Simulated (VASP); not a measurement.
The system is CaO.

```
Ca O
1.0
     3.99198    0.00000    0.00000
    -1.99599    3.45715    0.00000
     0.00000    0.00000    4.78484
Ca O
2 2
Direct
  0.33333 0.66667 0.75000
  0.66667 0.33333 0.25000
  0.33333 0.66667 0.25000
  0.66667 0.33333 0.75000
```

The cell comes from a database or a generator and needn't be the stable form of this composition.

```yaml
Program: VASP 6.6.1
Task: relaxation of cell and atoms
Functional: LDA
Potentials_or_basis: VASP PAW LDA potentials, release 64 (Ca_sv, O)
Cutoff: 600 eV
k_mesh: 9 × 9 × 6
Occupations: gaussian, width 0.02 eV
Spin: no spin polarisation
```

At the start: pressure -5.2 GPa; volume 16.51 Å³/atom.

**Question.** Where does the relaxation end?

**Answer.** Over 8 steps the energy falls by 15.7 meV/atom and the volume is 15.59 Å³/atom (-5.6 %); space group P6_3/mmc (No. 194, to 0.05 Å).

Step by step:
```csv
step,energy change (eV),largest force (eV/Å),pressure (GPa),volume (Å³)
1,0.0000,0.0000,-5.19,66.03
2,-0.0531,0.0000,2.34,61.06
3,-0.0627,0.0000,0.01,62.38
4,-0.0627,0.0000,-0.11,62.45
5,-0.0628,0.0000,-0.11,62.44
6,-0.0628,0.0000,-0.10,62.43
7,-0.0628,0.0000,0.03,62.34
8,-0.0629,0.0000,0.01,62.36
```

Final structure:
```cif
data_structure
_symmetry_space_group_name_H-M 'P 1'
_symmetry_Int_Tables_number 1
_cell_length_a 3.9170
_cell_length_b 3.9170
_cell_length_c 4.6933
_cell_angle_alpha 90.000
_cell_angle_beta 90.000
_cell_angle_gamma 120.000
_cell_volume 62.36
loop_
_atom_site_label
_atom_site_type_symbol
_atom_site_fract_x
_atom_site_fract_y
_atom_site_fract_z
_atom_site_occupancy
Ca1 Ca 0.33333 0.66667 0.75000 1
Ca2 Ca 0.66667 0.33333 0.25000 1
O1 O 0.33333 0.66667 0.25000 1
O2 O 0.66667 0.33333 0.75000 1
```
